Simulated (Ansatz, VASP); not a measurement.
Two plane-wave programs on Ti

```
Ti
1.0
    -1.64100    1.64100    1.64100
     1.64100   -1.64100    1.64100
     1.64100    1.64100   -1.64100
Ti
1
Direct
  0.00000 0.00000 0.00000
```

This isn't the form of Ti at room conditions, which is hcp.

Alike in both runs: task single point; functional PBEsol; k mesh 13 × 13 × 13; no spin polarisation.

|  | VASP | Ansatz |
| --- | --- | --- |
| version | VASP 6.6.1 | Ansatz 0.2.0 |
| potentials or method | VASP PAW PBE potentials, release 64 (Ti_sv) | plane waves, PAW |
| plane-wave cutoff (eV) | 520 | 420 |
| occupations | methfessel-paxton of order 1, width 0.25 eV | cold, width 0.25 eV |
| valence electrons in the cell | 12 | 12 |

Ansatz gave:

* pressure (GPa): -6.8

Q: Estimate VASP's values.

A: Pressure (GPa): -7.0.

Caveats: the PAW data sets were made with another functional, which shifts forces and pressure a little (VASP).
